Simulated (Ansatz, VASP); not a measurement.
**Pd in VASP and in Ansatz**

```
CELL_PARAMETERS angstrom
2.55363 0.00000 0.00000
0.00000 2.55363 0.00000
0.00000 0.00000 2.55363
ATOMIC_POSITIONS crystal
Pd 0.00000 0.00000 0.00000
```

Alike in both runs: task single point; functional r2SCAN; k mesh 14 × 14 × 14; occupations fermi-dirac, width 0.1 eV; no spin polarisation.

```csv
,VASP,Ansatz
version,VASP 6.6.1,Ansatz 0.2.0
potentials or method,"VASP PAW PBE potentials, release 64 (Pd)","plane waves (500 eV) with PAW, scalar-relativistic"
plane-wave cutoff (eV),520,500
valence electrons in the cell,10,18
```

|  | VASP | Ansatz | Ansatz less VASP |
| --- | --- | --- | --- |
| pressure (GPa) | 6.9 | 6.3 | -0.59 |

The two sets of potentials don't hold the same shells in valence.

Caveats: the PAW data sets were made with another functional, which shifts forces and pressure a little (VASP).
